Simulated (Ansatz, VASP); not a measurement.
**One calculation of In3Se, two programs**

INCAR

```
SYSTEM = In3Se
PREC = Accurate
ENCUT = 520
EDIFF = 1E-6
ISMEAR = 0
SIGMA = 0.2
LREAL = .FALSE.
LASPH = .TRUE.
NELM = 60
ALGO = Normal
ISIF = 2
LWAVE = .FALSE.
LCHARG = .TRUE.
GGA = PS
LELF = .TRUE.
LVHAR = .TRUE.
NBANDS = 30
```

Contents of KPOINTS:

```
regular mesh
0
G
  5 5 5
  0 0 0
```

POSCAR

```
In3Se
1.0
    4.8037580000      0.0000000000      0.0000000000
    0.0000000000      4.8037580000      0.0000000000
    0.0000000000      0.0000000000      4.8037580000
In Se
3 1
Direct
    0.0000000000      0.5000000000      0.5000000000
    0.5000000000      0.0000000000      0.5000000000
    0.5000000000      0.5000000000      0.0000000000
    0.0000000000      0.0000000000      0.0000000000
```

Input for Ansatz:

```yaml
crystal:
  lattice:
    - [4.803758, 0.0, 0.0]
    - [0.0, 4.803758, 0.0]
    - [0.0, 0.0, 4.803758]
  atoms:
    - { symbol: In, position: [0.0, 0.5, 0.5] }
    - { symbol: In, position: [0.5, 0.0, 0.5] }
    - { symbol: In, position: [0.5, 0.5, 0.0] }
    - { symbol: Se, position: [0.0, 0.0, 0.0] }
basis:
  ecutwfc: 420
kpoints:
  mp_grid: { grid: [5, 5, 5] }
hamiltonian:
  xc: pbesol
scf:
  occupations: { method: gaussian, width: 0.2 }
output:
  forces: true
  stress: true
  eigenvalues: true
```

Alike in both runs: task single point; functional PBEsol; k mesh 5 × 5 × 5; occupations gaussian, width 0.2 eV; no spin polarisation.

|  | VASP | Ansatz |
| --- | --- | --- |
| version | VASP 6.6.1 | Ansatz 0.2.0 |
| potentials or method | VASP PAW PBE potentials, release 64 (In_d, Se) | scalar-relativistic, plane waves, PAW |
| plane-wave cutoff (eV) | 520 | 420 |
| valence electrons in the cell | 45 | 55 |

|  | VASP | Ansatz | Ansatz less VASP |
| --- | --- | --- | --- |
| gap on the k mesh at the Fermi level (eV) | none | none | - |
| pressure (GPa) | -2.6 | -2.6 | +0.03 |

A gap of «none» marks a metal or a gap that the smearing closes. The two sets of potentials don't hold the same shells in valence.

Caveats: the PAW data sets were made with another functional, which shifts forces and pressure a little (VASP).
